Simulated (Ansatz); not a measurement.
## ZrSi2N4 monolayer in a perpendicular field

Aim: how the ZrSi2N4 monolayer screens a field along its normal, and what the field does to its bands. A positive field points along +c.

Calculated with Ansatz 0.2.0; plane-wave DFT, PBE-D3(BJ), Ansatz PAW (set soft_1); PAW set soft_1.

### Step 1. Set-up

The cell holds 7 atoms: 4 N, 2 Si and 1 Zr. Its edges and angles: a = 2.920 Å, b = 2.920 Å, c = 45.964 Å, α = 90.0°, β = 90.0°, γ = 120.0°. Vacuum lies along c.

Coordinates:

```xyz
7
Lattice="2.9200 0.0000 0.0000 -1.4600 2.5288 0.0000 0.0000 0.0000 45.9642" Properties=species:S:1:pos:R:3
N     0.0000    0.0000   19.2500
Si    0.0000    1.6859   19.7194
N     0.0000    1.6859   21.4694
Zr    0.0000    0.0000   22.9821
N     0.0000    1.6859   24.4947
Si    0.0000    1.6859   26.2447
N     0.0000    0.0000   26.7142
```

### Step 2. Relaxation

The starting cell is a guess, so the in-plane lattice and the atoms are relaxed first, with the slab cut off from its images along the normal.

File input.yaml:

```yaml
crystal:
  lattice:
    - [2.92, 0.0, 0.0]
    - [-1.46, 2.5287941791, 0.0]
    - [0.0, 0.0, 45.9641524286]
  atoms:
    - { symbol: "N", position: [0.0, 0.0, 0.4188046332] }
    - { symbol: Si, position: [0.3333333333, 0.6666666667, 0.4290176418] }
    - { symbol: "N", position: [0.3333333333, 0.6666666667, 0.4670907903] }
    - { symbol: Zr, position: [0.0, 0.0, 0.5] }
    - { symbol: "N", position: [0.3333333333, 0.6666666667, 0.5329092097] }
    - { symbol: Si, position: [0.3333333333, 0.6666666667, 0.5709823582] }
    - { symbol: "N", position: [0.0, 0.0, 0.5811953668] }
  periodic: [true, true, false]
kpoints:
  mp_grid: { grid: [12, 12, 1] }
hamiltonian:
  xc: pbe
  dispersion: d3bj
  pseudopotentials: { kind: paw, azcp: { folder: soft_1 } }
scf:
  occupations: { method: fermi_dirac, width: 0.05 }
  convergence: { dr2_threshold: 1.0e-09 }
relax:
  f_tol: 0.004
  max_steps: 90
  cell: {}
output:
  write_potential: true
  write_density: true
  volumetric_format: npy
```

The run is started by

```console
$ ansatz run input.yaml --threads 2 --pin off --max-ram 3072MiB --backend cpu --events-out ev --progress --plain --runs-dir out
```

Numbers of over 12 decimals in the logs are rounded to 6 here.

The program printed:

```text
Warning: relax.cell: scf.convergence.dr2_threshold = 1e-9 eV is looser than the 2.2951074002e-10 eV advised for a relaxation that steers and ends on the stress (1e-10 eV for each atom of the cell: 7, times the square of relax.cell.stress_2d_tol = 0.05 N/m over 17.5 Å (the atoms' height at the walk's start and 5 Å past either face), 2.863e-2 GPa, over a crystal's default 0.05). What an SCF threshold leaves in a stress goes as its square root, and in the free energy as the threshold itself, and one threshold admits the most on a small cell: [figures from the program's tests cut] Set scf.convergence.dr2_threshold to 2.2951074002e-10 eV or tighter. [rest of the remark cut]
Engine: ansatz 0.2.0, aarch64-unknown-linux-gnu
Pseudopotentials: kind: paw
Pseudopotential: N, paw, valence charge 5, recommended cutoff 420 eV (normal), soft_1/N.paw.azcp
Pseudopotential: Si, paw, valence charge 4, recommended cutoff 420 eV (normal), soft_1/Si.paw.azcp
Pseudopotential: Zr, paw, valence charge 12, recommended cutoff 420 eV (normal), soft_1/Zr.paw.azcp
Functional definition: PBE
  parameter kappa = 0.804
  parameter beta = 0.066725
  exchange = pbe_x(kappa = kappa, mu = beta*pi^2/3)
  correlation = pbe_c(beta = beta)
Crystal: 7 atoms, lattice volume = 339.403 Å³
Basis set: ecut = 420 eV, 6573 PW (Γ), exchange–correlation on 40×40×640 points (8 copies of the dense FFT grid, shifted against one another)
Bands: 27, of which v1, the nominal top of the filled ones, is band 20 counted from 1 (19 counted from 0)
Symmetry: 12 space group operations
Space group: P-6m2 (ITA 187), of the structure as read, at distance tolerance 7.0e-5 Å
k-points: 19 of 144 (time reversal used)
Non-local potential: N, projectors of the file, l = 0: 2, l = 1: 2, l = 2: 1
Non-local potential: Si, projectors of the file, l = 0: 2, l = 1: 2, l = 2: 1
Non-local potential: Zr, projectors of the file, l = 0: 3, l = 1: 2, l = 2: 2, l = 3: 1
PAW form: soft (Blöchl's): semilocal exchange-correlation on the pseudo side does not see the compensation charge
PAW one-centre angular grid: N, 110 points (default); XC on 64 Gauss nodes
PAW one-centre angular grid: Si, 110 points (default); XC on 64 Gauss nodes
PAW one-centre angular grid: Zr, 590 points (default); XC on 64 Gauss nodes
Initial density: superposition of atomic densities (neutral atoms: chi_scale 0, normalization atom)
Initial wavefunctions: pseudopotential atomic-orbital guess
Functional: x = pbe(κ = 0.804, μ = 0.219515), c = pbe(β = 0.066725)
SCF iter   1: F=—  HF=-7006.814049 eV  |F-HF|=—  |Δ(HF+E_count)|=         —  Δρ=8.67e-2  dr2=3.08e1  ethr=3.10e-3  ⟨swp⟩=13.7  Hψ=4747  notcnv=0  defer=13
preconditioner: auto → Resta (q_TF=auto, 1.910 Å⁻¹)  ε∞=1.6  [insulator: Δε(μ)=1.994 eV  Ē_g=15.537 eV  σ=0.050 eV  W_gap=1.00  n_scr=26 (ndim 8)  ℏωp=12.4 eV  f_vac=0.749  D(μ)=0.00/eV (n_scr^D=0)  ε∞_Penn≈1.6  vacuum switching on, ρ_ref=1.8e-2 e/Å³]
SCF iter   2: F=—  HF=-7003.741571 eV  |F-HF|=—  |Δ(HF+E_count)|=    3.07e0  Δρ=7.78e-2  dr2=6.00e1  ethr=3.10e-3  ⟨swp⟩=6.7  Hψ=2177  notcnv=0  defer=36
preconditioner: auto → LDOS  [metal: Δε(μ)=0.048 eV  Ē_g=10.283 eV  σ=0.050 eV  W_gap=0.23  n_scr=26 (ndim 8)  ℏωp=11.4 eV  f_vac=0.756  D(μ)=6.31/eV (n_scr^D=26)  β→1.0]
SCF iter   3: F=—  HF=-6998.740511 eV  |F-HF|=—  |Δ(HF+E_count)|=    5.00e0  Δρ=1.71e-2  dr2=1.43e0  ethr=3.10e-3  ⟨swp⟩=4.9  Hψ=1655  notcnv=0  defer=31
SCF iter   4: F=—  HF=-6998.543708 eV  |F-HF|=—  |Δ(HF+E_count)|=   1.97e-1  Δρ=9.30e-3  dr2=3.95e-1  ethr=3.10e-3  ⟨swp⟩=4.7  Hψ=1296  notcnv=0  defer=32
SCF iter   5: F=—  HF=-6998.484990 eV  |F-HF|=—  |Δ(HF+E_count)|=   5.87e-2  Δρ=1.87e-3  dr2=2.95e-2  ethr=9.87e-4  ⟨swp⟩=3.7  Hψ=1243  notcnv=0  defer=32
SCF iter   6: F=—  HF=-6998.483865 eV  |F-HF|=—  |Δ(HF+E_count)|=   1.13e-3  Δρ=5.69e-4  dr2=8.28e-4  ethr=7.37e-5  ⟨swp⟩=4.8  Hψ=1253  notcnv=0  defer=32
SCF iter   7: F=—  HF=-6998.484409 eV  |F-HF|=—  |Δ(HF+E_count)|=   5.44e-4  Δρ=2.04e-4  dr2=2.81e-4  ethr=2.07e-6  ⟨swp⟩=3.4  Hψ=1232  notcnv=0  defer=32
SCF iter   8: F=—  HF=-6998.484384 eV  |F-HF|=—  |Δ(HF+E_count)|=   2.47e-5  Δρ=7.54e-5  dr2=6.78e-5  ethr=7.02e-7  ⟨swp⟩=3.3  Hψ=962  notcnv=0  defer=32
SCF iter   9: F=—  HF=-6998.484203 eV  |F-HF|=—  |Δ(HF+E_count)|=   1.81e-4  Δρ=2.51e-5  dr2=2.53e-6  ethr=1.70e-7  ⟨swp⟩=2.8  Hψ=934  notcnv=0  defer=32
SCF iter  10: F=—  HF=-6998.484254 eV  |F-HF|=—  |Δ(HF+E_count)|=   5.07e-5  Δρ=1.19e-5  dr2=1.26e-6  ethr=6.33e-9  ⟨swp⟩=4.0  Hψ=1286  notcnv=0  defer=32
SCF iter  11: F=—  HF=-6998.484254 eV  |F-HF|=—  |Δ(HF+E_count)|=   2.24e-7  Δρ=2.32e-6  dr2=2.05e-8  ethr=3.15e-9  ⟨swp⟩=3.6  Hψ=912  notcnv=0  defer=32
SCF iter  12: F=—  HF=-6998.484254 eV  |F-HF|=—  |Δ(HF+E_count)|=   2.96e-8  Δρ=8.15e-7  dr2=2.43e-9  ethr=5.12e-11  ⟨swp⟩=3.9  Hψ=1295  notcnv=0  defer=32
SCF iter  13: F=-6998.484254 eV  HF=-6998.484254 eV  |F-HF|=8.55e-11  |Δ(HF+E_count)|=   5.59e-9  Δρ=2.58e-7  dr2=1.78e-10  ethr=2.50e-12  ⟨swp⟩=12.9  Hψ=4420  notcnv=0
SCF 1 converged in 13 iterations: F = -6998.484254 eV  dr2 = 1.78e-10
  greatest PAW one-centre occupation: 0.998 electrons in one spin orbital (limit 2), on the Zr atom at site 3 (counted from 0), in its partial waves of l = 0
relax step   1: F+E_penalty+E_count = -6998.48425412 eV  Δ(F+E_penalty+E_count) = +0.000e0 eV  max|allowed force component| = 3.455e0 eV/Å  Δτ_max = 0.0000 Å  P = +16.942 N/m  Ω = 339.403 Å³  fix = [c, alpha, beta]  reactions: c +0.000 N/m  (13 SCF iters, accepted)
Crystal: 7 atoms, lattice volume = 348.197 Å³
Basis set: ecut = 420 eV, 6681 PW (Γ), exchange–correlation on 40×40×640 points (8 copies of the dense FFT grid, shifted against one another)
Initial density: handed on by an earlier stage of this run
Initial wavefunctions: those handed on with the density
SCF iter   1: F=—  HF=-6999.969308 eV  |F-HF|=—  |Δ(HF+E_count)|=         —  Δρ=1.73e-2  dr2=1.31e0  ethr=3.10e-3  ⟨swp⟩=14.9  Hψ=3830  notcnv=0  defer=6
preconditioner: auto → Resta (q_TF=auto, 1.902 Å⁻¹)  ε∞=1.9  [insulator: Δε(μ)=0.898 eV  Ē_g=11.681 eV  σ=0.050 eV  W_gap=1.00  n_scr=26 (ndim 8)  ℏωp=11.3 eV  f_vac=0.772  D(μ)=0.00/eV (n_scr^D=0)  ε∞_Penn≈1.9  vacuum switching on, ρ_ref=9.9e-3 e/Å³]
SCF iter   2: F=—  HF=-6999.740702 eV  |F-HF|=—  |Δ(HF+E_count)|=   2.29e-1  Δρ=7.53e-3  dr2=3.71e-1  ethr=3.10e-3  ⟨swp⟩=5.1  Hψ=1298  notcnv=0  defer=24
SCF iter   3: F=—  HF=-6999.689059 eV  |F-HF|=—  |Δ(HF+E_count)|=   5.16e-2  Δρ=5.14e-3  dr2=7.96e-2  ethr=9.27e-4  ⟨swp⟩=6.0  Hψ=1505  notcnv=0  defer=25
[...]
relax step   4: F+E_penalty+E_count = -6999.88323043 eV  Δ(F+E_penalty+E_count) = -1.670e-2 eV  max|allowed force component| = 2.092e-1 eV/Å  Δτ_max = 0.0144 Å  P = +0.182 N/m  Ω = 364.904 Å³  energy of the carried Pulay correction = -8.459e-3 eV  fix = [c, alpha, beta]  reactions: c +0.000 N/m  (9 SCF iters, accepted)
[...]
relax step   5: F+E_penalty+E_count = -6999.88470584 eV  Δ(F+E_penalty+E_count) = -1.475e-3 eV  max|allowed force component| = 1.316e-2 eV/Å  Δτ_max = 0.0051 Å  P = -0.030 N/m  Ω = 364.976 Å³  energy of the carried Pulay correction = -8.482e-3 eV  fix = [c, alpha, beta]  reactions: c +0.000 N/m  (8 SCF iters, accepted)
[...]
relax step   6: F+E_penalty+E_count = -6999.88472921 eV  Δ(F+E_penalty+E_count) = -2.337e-5 eV  max|allowed force component| = 1.295e-4 eV/Å  Δτ_max = 0.0004 Å  P = -0.002 N/m  Ω = 364.927 Å³  energy of the carried Pulay correction = -8.466e-3 eV  fix = [c, alpha, beta]  reactions: c +0.000 N/m  (6 SCF iters, accepted)
[...]
relax step   7: F+E_penalty+E_count = -6999.89887375 eV  Δ(F+E_penalty+E_count) = -1.414e-2 eV  max|allowed force component| = 7.898e-4 eV/Å  Δτ_max = 0.0000 Å  P = +0.368 N/m  Ω = 364.927 Å³  fix = [c, alpha, beta]  reactions: c +0.000 N/m  stress off target by 3.68e-1 N/m on what of the cell is left free  SCF on the basis re-selected at this cell (its energy is not comparable with the rows above)  (7 SCF iters)
[...]
relax step   8: F+E_penalty+E_count = -6999.89884704 eV  Δ(F+E_penalty+E_count) = +2.671e-5 eV  max|allowed force component| = 1.493e-3 eV/Å  Δτ_max = 0.0012 Å  P = +0.025 N/m  Ω = 365.383 Å³  energy of the carried Pulay correction = -1.474e-4 eV  fix = [c, alpha, beta]  reactions: c +0.000 N/m  (7 SCF iters, accepted)
iter 1 solved again at ethr=2.38e-7 eV; its pass at ethr=3.10e-3 eV (dr2=9.51e-5 eV) is discarded
SCF iter   1: F=—  HF=-6999.898502 eV  |F-HF|=—  |Δ(HF+E_count)|=         —  Δρ=1.97e-5  dr2=4.13e-8  ethr=2.38e-7  ⟨swp⟩=6.8  Hψ=7395  notcnv=0
eigensolver tolerance schedule: the retry pair's looser diagonalisation over-reported the residual by 2301.79 of it (diagonalisation noise at 0.21 of the residual, at the tolerance the schedule requests for it); recorded, not acted on — ethr = c·dr2/N_el stays at c = 1.0e-1
preconditioner: auto → Resta (q_TF=auto, 1.887 Å⁻¹)  ε∞=1.9  [insulator: Δε(μ)=1.291 eV  Ē_g=11.603 eV  σ=0.050 eV  W_gap=1.00  n_scr=26 (ndim 8)  ℏωp=11.0 eV  f_vac=0.770  D(μ)=0.00/eV (n_scr^D=0)  ε∞_Penn≈1.9  vacuum switching on, ρ_ref=9.8e-3 e/Å³]
SCF iter   2: F=—  HF=-6999.898858 eV  |F-HF|=—  |Δ(HF+E_count)|=   3.55e-4  Δρ=9.87e-6  dr2=1.33e-8  ethr=1.03e-10  ⟨swp⟩=5.8  Hψ=1961  notcnv=0
SCF iter   3: F=—  HF=-6999.898960 eV  |F-HF|=—  |Δ(HF+E_count)|=   1.02e-4  Δρ=4.20e-6  dr2=3.51e-9  ethr=3.33e-11  ⟨swp⟩=4.0  Hψ=1011  notcnv=0
SCF iter   4: F=—  HF=-6999.899002 eV  |F-HF|=—  |Δ(HF+E_count)|=   4.25e-5  Δρ=8.04e-7  dr2=2.86e-9  ethr=8.78e-12  ⟨swp⟩=4.3  Hψ=1218  notcnv=0
SCF iter   5: F=-6999.899005 eV  HF=-6999.899005 eV  |F-HF|=1.99e-7  |Δ(HF+E_count)|=   3.02e-6  Δρ=1.22e-7  dr2=7.11e-11  ethr=2.50e-12  ⟨swp⟩=18.6  Hψ=5338  notcnv=0
SCF 9 converged in 5 iterations: F = -6999.899005 eV  dr2 = 7.11e-11
relax step   9: F+E_penalty+E_count = -6999.89900527 eV  Δ(F+E_penalty+E_count) = -1.582e-4 eV  max|allowed force component| = 1.482e-3 eV/Å  Δτ_max = 0.0000 Å  P = +0.027 N/m  Ω = 365.383 Å³  fix = [c, alpha, beta]  reactions: c +0.000 N/m  stress off target by 2.70e-2 N/m on what of the cell is left free  SCF on the basis re-selected at this cell (its energy is not comparable with the rows above)  (5 SCF iters)
basis re-selected at this cell: Δ(F+E_penalty+E_count) = -1.582e-4 eV, ΔP = +0.001 N/m vs the last step (what re-selecting the basis moved, of the pressure what is left beyond the Pulay correction that the steps carried, after the strain that the cell walked since its last selection, with what the two solves' SCF thresholds leave and, on support functions, any second-order correction that the steps lacked; it is no m [...]
WARN: The output density's exchange-correlation potential varies sharply where the density is thin. Do not read a vacuum level from v_tot or v_xc, or from such a field of the output density. On a cell that repeats whose density bears no net charge and no dipole along the vacuum's axis use v_es (v_loc + v_h of the components); under efield.dipole_correction with no amplitude use v_es + v_field, which holds any externa [...]
SCF converged after 5 iterations
Free energy (F): -6999.899005 eV
Harris-Foulkes:  -6999.899005 eV  (|F-HF|=1.99e-7)
Internal energy: -6999.899005 eV  (E = F + TS)
E sigma→0 (E₀):  -6999.899005 eV
Entropy (-TS):   -0.000001 eV (-0.000 meV/atom)
Fermi energy:    -5.616888 eV
--- Per-component energies (eV) ---
  E_band       = -706.181939
  E_kinetic    = 931.563934
  E_local      = -161799.223889  (includes V_loc(G=0)·N_el)
  E_nonlocal   = 253.725262
  E_hartree    = 80336.863433
  E_xc         = -510.755068
  E_vxc        = -586.929429  (∫ρ·V_xc dr)
  E_paw        = -4499.523896  (= ΣΔE_a)
  E_vpaw       = -179.049323  (= ΣTr[D̂ρ^β])
  E_aug_tail   = 0.003519  (compensation charges beyond the density's cutoff)
  E_ewald      = 78289.179454
  E_disp       = -1.731755  (pairwise vdW)
  E_smearing   = -0.000001  (= −TS)
  E_closure    = 0.000000  (closes the sum)
  Σ components = -6999.899005   (vs F -6999.899005, Δ=0.00e0)
--- Forces (eV/Å), atoms counted from 1 ---
  atom   1  N      0.00000000    -0.00000000    -0.00109166
  atom   2  Si     0.00000000     0.00000000     0.00022111
  atom   3  N      0.00000000    -0.00000000     0.00148181
  atom   4  Zr     0.00000000    -0.00000000     0.00000000
  atom   5  N      0.00000000    -0.00000000    -0.00148181
  atom   6  Si     0.00000000     0.00000000    -0.00022111
  atom   7  N      0.00000000    -0.00000000     0.00109166
  max |Σ_I F_I| component: 1.85e-16 eV/Å
--- 2D stress c σ (N/m, compression-positive) ---
        0.026992       0.000000       0.000000
        0.000000       0.026992       0.000000
        0.000000       0.000000       0.000000
  P = ½ c Tr σ = 0.0270 N/m
--- Band table (eV; the first three rows and the last of 19) ---
  k-point 0: bands = [... 16 lower, -8.4531, -7.2965, -7.2772, -7.2772, -4.1047, -2.2258, -1.9747, -1.3088, ... 3 higher]
  k-point 1: bands = [... 16 lower, -8.3369, -7.4678, -7.3867, -7.1108, -4.0591, -2.2129, -1.9921, -1.2653, ... 3 higher]
  k-point 2: bands = [... 16 lower, -8.0182, -7.6694, -7.6657, -7.1252, -4.3533, -2.0847, -1.6587, -1.1258, ... 3 higher]
  k-point 18: bands = [... 16 lower, -8.9566, -8.6626, -6.9468, -6.1958, -4.3555, -1.5326, -0.8460, 0.4166, ... 3 higher]
  the weakly bound empty levels are not read free of the cell's end (no_gap_told)
--- Relaxed structure (7 steps of the walk, 7 accepted, 2 SCFs on fresh bases) ---
  F+E_penalty+E_count = -6999.89900527 eV   max|allowed force component| = 1.482e-3 eV/Å   (the final SCF, on the basis selected at the relaxed cell)
  cell:  # Å, volume = 365.3826 Å³
    - [3.029696, 0.0, 0.0]
    - [-1.514848, 2.623793, 0.0]
    - [0.0, 0.0, 45.9641524286]
  atoms:
    - { symbol: N, position: [1.0573552618554996e-17, -5.135725556199062e-17, 0.424367] }
    - { symbol: Si, position: [0.333333, 0.666667, 0.434759] }
    - { symbol: N, position: [0.333333, 0.666667, 0.472544] }
    - { symbol: Zr, position: [1.0573552618554984e-17, -5.1357255561990646e-17, 0.5] }
    - { symbol: N, position: [0.333333, 0.666667, 0.527456] }
    - { symbol: Si, position: [0.333333, 0.666667, 0.565241] }
    - { symbol: N, position: [1.0573552618554996e-17, -5.135725556199062e-17, 0.575633] }
```

The job ended after 87 s (2 threads of Arm Neoverse V2, shared host; peak memory 0.61 GiB; 2.9 min of CPU time).

Step by step:

```tsv
step	energy less that of the first step (eV)	largest force component (eV/Å)	volume (Å³)
1	0.0000	3.4547	339.40
2	-1.1968	0.8555	348.20
3	-1.3823	0.6807	362.17
4	-1.3990	0.2092	364.90
5	-1.4005	0.0132	364.98
6	-1.4005	0.0001	364.93
7*	-1.4146	0.0008	364.93
8	-1.4146	0.0015	365.38
9*	-1.4148	0.0015	365.38
```

Relaxation steps marked * repeat the geometry before them on a plane-wave basis chosen anew for their cell, so energy and pressure can jump there.

The run keeps the 12 symmetry operations that it works with, so distortions that break them were not tested.

```tsv
cell as run	before	after	change
a (Å)	2.920	3.030	+3.8 %
b (Å)	2.920	3.030	+3.8 %
```

The atoms that moved most (Å, along periodic axes as changes of fractional coordinates times the final cell, across vacuum about the mean position):

```tsv
atom	dx	dy	dz	length
Si6	0.000	0.000	-0.264	0.264
Si2	0.000	0.000	0.264	0.264
N1	0.000	0.000	0.256	0.256
N7	0.000	0.000	-0.256	0.256
N5	0.000	0.000	-0.251	0.251
N3	0.000	0.000	0.251	0.251
```

The relaxed structure:

```xyz
7
Lattice="3.0297 0.0000 0.0000 -1.5148 2.6238 0.0000 0.0000 0.0000 45.9642" Properties=species:S:1:pos:R:3
N     0.0000    0.0000   19.5057
Si    0.0000    1.7492   19.9833
N     0.0000    1.7492   21.7201
Zr    0.0000    0.0000   22.9821
N     0.0000    1.7492   24.2441
Si    0.0000    1.7492   25.9808
N     0.0000    0.0000   26.4585
```

The lattice constant a goes from 2.920 to 3.030 Å.

[end of part 1 of 2]

[Logs are printed without paths, hosts, clocks, repeated set-up lines and the standing remarks that a program may print on its own settings, such as how far it seeks lower states.]

[Hosts, paths, dates, database ids (printed as entryN), source tags and the programs' standing remarks are cut or masked in the printed files.]

[Maps of the electrostatic potential energy from Ansatz leave out the sawtooth potential of an applied field or a dipole correction, so their vacuum need not be flat; planar profiles and work functions include it.]
